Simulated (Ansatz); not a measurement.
SiO$_{2}$, a database entry at a rescaled volume

```
Si O
1.0
     4.96239    0.00000    0.00000
     0.00000    4.96239    0.00000
     0.00000    0.00000    6.92681
Si O
4 8
Direct
  0.30017 0.30017 0.00000
  0.19983 0.80017 0.25000
  0.69983 0.69983 0.50000
  0.80017 0.19983 0.75000
  0.23944 0.10492 0.17852
  0.39508 0.73944 0.42852
  0.76056 0.89508 0.67852
  0.60492 0.26056 0.92852
  0.73944 0.39508 0.57148
  0.89508 0.76056 0.32148
  0.26056 0.60492 0.07148
  0.10492 0.23944 0.82148
```

Single point in Ansatz 0.2.0 with PBE, no spin polarisation. Cutoff 420 eV, PAW datasets, 5×5×4 Γ-centred k mesh, fermi-dirac filling (width 0.1455 eV).

**Question.** Give the Bader charges.

**Answer.** Bader charges in e: Si +3.31, O -1.66. In the mean Si gives up most and O takes most.

**Question.** Which atom feels the largest force, and which way?

**Answer.** The largest is on O5 (and as large on other atoms): 0.53 eV/Å, components (-0.09, 0.17, 0.49). It makes 124° with the line to a nearest neighbour, Si1 at 1.60 Å.

**Question.** Is it stable against the elements?

**Answer.** -2.77 eV an atom against the elements' usual phases (free molecules for gases, crystals otherwise, with no correction for O₂ or N₂), so it is bound against them; other compounds may still compete. Relaxing would lower it.

**Question.** Is there a gap, and of what kind?

**Answer.** The gap is 5.82 eV, direct at the points sampled. A semilocal functional usually gives too small a gap.

**Question.** What does the stress say?

**Answer.** The pressure is 8.2 GPa (compression positive), so with the atoms held at these fractions the cell would first expand.

Origin: a database entry at a rescaled volume.
